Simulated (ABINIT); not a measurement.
Crystal: MgSi.

```
Si Mg
1.0
     2.90839    0.00000    0.00000
     0.00000    2.90839    0.00000
     0.00000    0.00000    4.10343
Si Mg
1 1
Direct
  0.50000 0.50000 0.50000
  0.00000 0.00000 0.00000
```

The cell comes from a database or a generator and needn't be the stable form of this composition.

Base run:

- Program: ABINIT 10.8.3 (patched build)
- Functional: LDA
- Potentials or basis: PseudoDojo NC SR LDA v0.4.1 standard
- Cutoff: 1088 eV
- k mesh: 7 × 7 × 5
- Occupations: fermi-dirac, width 0.05 eV
- Spin: no spin polarisation

Its results: band gap on the k mesh none (metal or under the smearing width); pressure -3.9 GPa.

**Question.** The run is repeated on the same cell with these changes: potentials or basis from PseudoDojo NC SR LDA v0.4.1 standard to PseudoDojo NC SR LDA v0.4 stringent; cutoff from 1088 eV to 1034 eV. What comes out?

**Answer.** Band gap on the k mesh none (metal or under the smearing width); pressure -4.3 GPa.

Not every run made on this cell is shown here.
